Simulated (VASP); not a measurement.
# CdTe (F-43m) in VASP: further runs, part 2 of 2

VASP 6.6.1. The steps go on from the part before.

**4. Relaxation of the atoms, PBE (a relaxed cell with its volume scaled by 1.04)**

INCAR reads:

```
ALGO = Fast ; EDIFF = 1E-7
EDIFFG = -0.01 ; ENCUT = 600
GGA = PE ; IBRION = 2
ISIF = 2 ; ISMEAR = 0
LASPH = T ; LCHARG = F
LREAL = F ; LWAVE = F
NELM = 80 ; NSW = 40
PREC = Accurate ; SIGMA = 0.03
```

KPOINTS reads:

```
k-points
0
Gamma
  8 8 8
```

POSCAR reads:

```
CdTe                                    
1.0
    0.0000000000      3.3547135748      3.3547135748
    3.3547135748      0.0000000000      3.3547135748
    3.3547135748      3.3547135748      0.0000000000
  Cd              Te            
     1     1
Direct
     0.0000000000000000    0.0000000000000000    0.0000000000000000
     0.2500000000000000    0.2500000000000000    0.2500000000000000
```

On the command line:

```bash
$ cat potpaw_PBE.64/Cd/POTCAR potpaw_PBE.64/Te/POTCAR > POTCAR
$ mpirun -np 1 vasp_std > vasp.out
```

It took 17 s on 1 thread of Intel Xeon 6975P-C (Granite Rapids), shared host; peak memory 0.25 GiB.

The run converged. Its results:

```yaml
Free_energy: -4.8007 eV
Pressure_after_relaxing: -1.3 GPa
Band_gap_on_the_k_mesh: 0.46 eV, direct
```

Final structure:
```
Cd Te
1.0
     0.00000    3.35471    3.35471
     3.35471    0.00000    3.35471
     3.35471    3.35471    0.00000
Cd Te
1 1
Direct
  0.00000 0.00000 0.00000
  0.25000 0.25000 0.25000
```

Levels at points of the mesh, in eV from the valence-band top:
```csv
k point,band 5,band 6,band 7,band 8,band 9,band 10,band 11,band 12,band 13
"(0.00, 0.00, 0.00)",-7.79,-7.79,0.00,0.00,0.00,0.46,4.66,4.66,4.66
"(0.50, 0.00, 0.00)",-7.79,-7.52,-3.87,-0.63,-0.63,1.71,5.21,5.21,6.93
"(0.50, 0.50, 0.00)",-7.77,-7.41,-3.83,-1.54,-1.54,2.65,2.82,8.31,8.60
```

Caveat: the relaxation stopped at its first step, so nothing moved; spin-orbit coupling is left out, which moves the levels of the heavy elements.

**5. Relaxation of the atoms, PBE (a relaxed cell with its volume scaled by 1.06)**

INCAR is that of step 4.

KPOINTS is that of step 4.

POSCAR reads:

```
CdTe                                    
1.0
    0.0000000000      3.3760817533      3.3760817533
    3.3760817533      0.0000000000      3.3760817533
    3.3760817533      3.3760817533      0.0000000000
  Cd              Te            
     1     1
Direct
     0.0000000000000000    0.0000000000000000    0.0000000000000000
     0.2500000000000000    0.2500000000000000    0.2500000000000000
```

Potentials or basis: VASP PAW PBE potentials, release 64 (Cd, Te).

On the command line:

```bash
$ cat potpaw_PBE.64/Cd/POTCAR potpaw_PBE.64/Te/POTCAR > POTCAR
$ mpirun -np 1 vasp_std > vasp.out
```

OUTCAR:

```text
EDIFF = 1E-7
   EDIFFG = -0.01
   ENCUT = 600
   GGA = PE
   IBRION = 2
   ISIF = 2
   ISMEAR = 0
   LASPH = T
   LREAL = F
   NELM = 80
   NSW = 40
   PREC = Accurate

 ion  position               nearest neighbor table
   1  0.000  0.000  0.000-   2 2.92   2 2.92   2 2.92   2 2.92
   2  0.250  0.250  0.250-   1 2.92   1 2.92   1 2.92   1 2.92

  LATTYP: Found a face centered cubic cell.
 ALAT       =     6.7521635066

  Lattice vectors:

 A1 = (   0.0000000000,   3.3760817533,   3.3760817533)
 A2 = (   3.3760817533,   0.0000000000,   3.3760817533)
 A3 = (   3.3760817533,   3.3760817533,   0.0000000000)

Analysis of symmetry for initial positions (statically):
=====================================================================
 Subroutine PRICEL returns:
 Original cell was already a primitive cell.

 Routine SETGRP: Setting up the symmetry group for a
 face centered cubic supercell.

 Subroutine GETGRP returns: Found 24 space group operations
 (whereof 24 operations were pure point group operations)
 out of a pool of 48 trial point group operations.

The static configuration has the point symmetry T_d .

Analysis of symmetry for dynamics (positions and initial velocities):
[... 174 lines left out ...]
      3      -6.6267      2.00000
      4      -6.6267      2.00000
      5      -6.4465      2.00000
      6      -6.4465      2.00000
      7       1.3133      2.00000
      8       1.3133      2.00000
      9       1.3133      2.00000
     10       1.7227      0.00000
     11       5.9742      0.00000
     12       5.9742      0.00000
     13       5.9742      0.00000
[... 354 lines left out ...]
  band No.  band energies     occupation
      1      -8.8986      2.00000
      2      -6.5651      2.00000
      3      -6.5571      2.00000
      4      -6.4555      2.00000
      5      -6.4418      2.00000
      6      -6.1158      2.00000
      7      -2.3373      2.00000
      8      -0.3617      2.00000
      9       0.3166      2.00000
     10       4.2608      0.00000
     11       6.0136      0.00000
     12       7.0936      0.00000
     13       8.1680      0.00000

 [... further k-points ...]
[... 5 lines left out ...]
  --------------------------------------------------------------------------------------
  -------------------------------------------------------------------------------------
  Total       -0.8550493     -0.8550493     -0.8550493      0.0000000     -0.0000000      0.0000000
  in kB      -17.8005276    -17.8005276    -17.8005276      0.0000000     -0.0000000      0.0000000
  external PRESSURE =     -17.8005276 kB  Pullay stress =       0.0000000 kB

 VOLUME and BASIS-vectors are now :
 -----------------------------------------------------------------------------
  energy-cutoff  :      600.00
  volume of cell :       76.96
      direct lattice vectors                 reciprocal lattice vectors
     0.000000000  3.376081753  3.376081753    -0.148100679  0.148100679  0.148100679
     3.376081753  0.000000000  3.376081753     0.148100679 -0.148100679  0.148100679
     3.376081753  3.376081753  0.000000000     0.148100679  0.148100679 -0.148100679

 POSITION                                       TOTAL-FORCE (eV/Angst)
 -----------------------------------------------------------------------------------
      0.00000      0.00000      0.00000        -0.000000      0.000000      0.000000
      1.68804      1.68804      1.68804         0.000000     -0.000000     -0.000000
 -----------------------------------------------------------------------------------
    total drift:                               -0.000000     -0.000000     -0.000000

  FREE ENERGIE OF THE ION-ELECTRON SYSTEM (eV)
  ---------------------------------------------------
  free  energy   TOTEN  =        -4.7872191565 eV

  energy  without entropy=       -4.7872191565  energy(sigma->0) =       -4.78721916

 reached required accuracy - stopping structural energy minimisation
```

Wall time 17 s (1 thread of Intel Xeon 6975P-C (Granite Rapids), shared host); peak memory 0.25 GiB.

Results:

```yaml
Free_energy: -4.7872 eV
Pressure_after_relaxing: -1.8 GPa
Band_gap_on_the_k_mesh: 0.41 eV, direct
```

Final structure:
```
CELL_PARAMETERS angstrom
0.00000 3.37608 3.37608
3.37608 0.00000 3.37608
3.37608 3.37608 0.00000
ATOMIC_POSITIONS crystal
Cd 0.00000 0.00000 0.00000
Te 0.25000 0.25000 0.25000
```

Levels at points of the mesh, in eV from the valence-band top:
```tsv
k point	band 7	band 8	band 9	band 10	band 11	band 12
(0.00, 0.00, 0.00)	0.00	0.00	0.00	0.41	4.66	4.66
(0.50, 0.00, 0.00)	-3.78	-0.61	-0.61	1.69	5.21	5.21
(0.50, 0.50, 0.00)	-3.75	-1.48	-1.48	2.64	2.85	8.22
```

Caveat: the relaxation stopped at its first step, so nothing moved; spin-orbit coupling is left out, which moves the levels of the heavy elements.

**6. Relaxation of cell and atoms, PBE+D3(BJ)**

This run uses another cell than the first one, of 32.92 Å³/atom, 0.907 times its volume.

INCAR reads:

```
PREC = Accurate ; ENCUT = 600
EDIFF = 1E-6 ; ISMEAR = 0
SIGMA = 0.03 ; LREAL = False
LASPH = True ; NELM = 80
ALGO = Normal ; ISIF = 3
LWAVE = False ; LCHARG = False
GGA = PE ; IVDW = 12
IBRION = 2 ; NSW = 90
EDIFFG = -0.01
```

KPOINTS reads:

```
Automatic mesh
0
Gamma
  8 8 8
```

POSCAR reads:

```
CdTe
1.0
    0.0000000000      3.2050000000      3.2050000000
    3.2050000000      0.0000000000      3.2050000000
    3.2050000000      3.2050000000      0.0000000000
Cd Te
1 1
Direct
    0.0000000000      0.0000000000      0.0000000000
    0.2500000000      0.2500000000      0.2500000000
```

Potentials or basis: VASP PAW PBE potentials, release 64 (Cd, Te).

On the command line:

```bash
$ cat potpaw_PBE.64/Cd/POTCAR potpaw_PBE.64/Te/POTCAR > POTCAR
$ mpirun -np 1 vasp_std > vasp.out
```

Run time: 25 s. Hardware: 1 thread of Intel Xeon 6975P-C (Granite Rapids), shared host; peak memory 0.24 GiB.

Results (log left out):

| Property | Result |
| --- | --- |
| Free energy | -5.4614 eV |
| Relaxed volume | 34.67 Å³/atom |
| Relaxed cell | a = 4.611 Å, b = 4.611 Å, c = 4.611 Å, α = 60.00°, β = 60.00°, γ = 60.00° |
| Space group after relaxing (to 0.05 Å) | F-43m (No. 216) |
| Energy gained by relaxing | 12.2 meV/atom |
| Ionic steps | 3 |
| Pressure after relaxing | 0.0 GPa |
| Band gap on the k mesh | 0.71 eV, direct |
| Dispersion energy per atom | -0.334 eV |

Step by step:
```tsv
step	energy change (eV)	largest force (eV/Å)	pressure (GPa)	volume (Å³)
1	0.0000	0.0000	2.34	65.84
2	-0.0219	0.0000	-0.64	70.54
3	-0.0243	0.0000	0.01	69.34
```

Final structure:
```cif
data_structure
_symmetry_space_group_name_H-M 'P 1'
_symmetry_Int_Tables_number 1
_cell_length_a 4.6114
_cell_length_b 4.6114
_cell_length_c 4.6114
_cell_angle_alpha 60.000
_cell_angle_beta 60.000
_cell_angle_gamma 60.000
_cell_volume 69.34
loop_
_atom_site_label
_atom_site_type_symbol
_atom_site_fract_x
_atom_site_fract_y
_atom_site_fract_z
_atom_site_occupancy
Cd1 Cd 0.00000 0.00000 0.00000 1
Te1 Te 0.25000 0.25000 0.25000 1
```

Levels at points of the mesh, in eV from the valence-band top:
```
           k point  band 7  band 8  band 9  band 10  band 11  band 12
(0.00, 0.00, 0.00)    0.00    0.00    0.00     0.71     4.61     4.61
(0.50, 0.00, 0.00)   -4.32   -0.75   -0.75     1.80     5.20     5.20
(0.50, 0.50, 0.00)   -4.22   -1.80   -1.80     2.65     2.67     8.74
```

Caveat: spin-orbit coupling is left out, which moves the levels of the heavy elements. Zero-point motion and thermal expansion aren't in these numbers.

**7. The runs side by side**

| task | level | cell | gap on the mesh (eV) | pressure (GPa) |
| --- | --- | --- | --- | --- |
| relaxation of the atoms | PBE | atoms relaxed | 0.58 | 0.0 |
| relaxation of the atoms | PBE | atoms relaxed from: a relaxed cell with its volume scaled by 1.02 | 0.52 | -0.7 |
| relaxation of the atoms | PBE | atoms relaxed from: a relaxed cell with its volume scaled by 1.04 | 0.46 | -1.3 |
| relaxation of the atoms | PBE | atoms relaxed from: a relaxed cell with its volume scaled by 1.06 | 0.41 | -1.8 |
| relaxation of cell and atoms | PBE+D3(BJ) | relaxed | 0.71 | 0.0 |

Alike in all rows: potentials or basis VASP PAW PBE potentials, release 64 (Cd, Te); no spin polarisation; k mesh 8 × 8 × 8; cutoff (eV) 600; smearing gaussian 0.03 eV.

Caveats: spin-orbit coupling is left out, which moves the levels of the heavy elements; the relaxation stopped at its first step, so nothing moved (some runs).

Absolute energies hang on the potentials; compare differences alone.

**8. How close it comes**

Step 2. Measured gap of CdTe: 1.607 eV (0 K; a printed reference work, data compilation). This calculation gives 0.58 eV (-1.03 eV). So large a miss can be the level of theory's own, or it may mean another phase, state or a wrong row. Spin-orbit coupling on Cd, Te is left out. The value is that of PBE, without temperature or zero-point motion. Semilocal functionals fall short of measured gaps as a rule.
